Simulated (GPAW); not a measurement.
# Al in GPAW: the effect of strain hydrostatic

The system is Al.

```
Al
1.0
     0.00000    1.94381    1.94381
     1.94381    0.00000    1.94381
     1.94381    1.94381    0.00000
Al
1
Direct
  0.00000 0.00000 0.00000
```

Alike in all runs:

* Program: GPAW 26.7.0
* Task: single point
* Functional: PBEsol
* Potentials or basis: PAW data sets generated in the run's folder for this functional
* Cutoff: 600 eV
* Basis: pw
* k mesh: 11 × 11 × 11
* Occupations: fermi-dirac, width 0.05 eV
* Spin: no spin polarisation
* Maxiter: 150

One run gave: pressure -1.8 GPa. Which strain hydrostatic did it use?
A. 0.04
B. -0.04
C. 0.02
D. 0
E. 0.01

D.

```csv
strain hydrostatic,pressure (GPa)
-0.04,10.3
-0.02,3.5
-0.01,0.7
0,-1.8
0.01,-3.9
0.02,-5.7
0.04,-8.5
```

Caveats: the density grid can change from cell to cell, which puts small steps into energies and stress.
